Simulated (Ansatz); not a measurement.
# TiTe₂: what symmetry allows forces and stress to be

```yaml
crystal:
  lattice:
    - [3.77700, 0.00000, 0.00000]
    - [-1.88850, 3.27098, 0.00000]
    - [0.00000, 0.00000, 6.49800]
  atoms:
    - { symbol: Ti, position: [0.00000, 0.00000, 0.00000] }
    - { symbol: Te, position: [0.66667, 0.33333, 0.28588] }
    - { symbol: Te, position: [0.33333, 0.66667, 0.73720] }
```

Computed with Ansatz, DFT PBEsol, scalar-relativistic, plane waves, PAW.

Plane waves to 420 eV, a k mesh through Γ of 12×12×6 on the computed 3-atom cell and Gaussian smearing (0.10 eV); no spin polarisation.

This distorted cell has space group P3m1, with 6 operations.

**Question.** Without a calculation: in which directions can each atom feel a force?

**Answer.** A force must be left unchanged by every operation that keeps its atom in place, so it lies in the space that those operations leave fixed. Atoms that the group maps onto each other feel forces of one size.
```
atom site symmetry operations at the site equivalent to atom allowed force (Cartesian)
 Ti1            3m.                       6                   1   along (0.00, 0.00, 1.00)
 Te2            3m.                       6                   2   along (0.00, 0.00, 1.00)
 Te3            3m.                       6                   3   along (0.00, 0.00, 1.00)
```

That leaves 3 independent force components of 9, tied by 1 condition that the forces sum to zero, so 2 remain. A relaxation in this cell that keeps the symmetry moves the atoms in these directions alone.

**Question.** And the stress tensor?

**Answer.** It must be invariant under the point group, which leaves 2 independent components: yz, xz, xy vanish; xx = yy.

**Question.** Do the computed values obey this?

**Answer.** Yes. Forces (eV/Å):
```
Ti1  0.000  0.000  0.701
Te2  0.000  0.000 -1.083
Te3  0.000  0.000  0.382
```

Stress (GPa, compression positive, xx yy zz yz xz xy): -4.08 -4.08 -5.07 0.00 0.00 0.00. The program imposes the same operations on density, forces and stress, so this confirms the analysis and is no independent test of the calculation.